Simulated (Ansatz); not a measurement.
# Magnetic states of manganese, diamond

Method: DFT, RPBE, plane waves (420 eV) with PAW, scalar-relativistic (Ansatz). The PAW files were generated under PBE, with cores re-solved for the functional.

Each start was relaxed and then solved on a dense mesh, with Fermi-Dirac smearing of 0.05 eV (0.1 eV in a metal without spin) extrapolated to zero. Rows within 2 meV/atom of each other tie.

Question: Where does each start end, and how do the energies compare? Starts: non-magnetic; antiferromagnetic.

Answer: 
| start | ends | ΔE (meV/atom) | V (Å³/atom) |
| --- | --- | --- | --- |
| antiferromagnetic | antiferromagnetic, largest moment 2.62 μB in the atomic sphere | 0.0 | 18.68 |
| non-magnetic | spin not included | 200.3 | 15.56 |
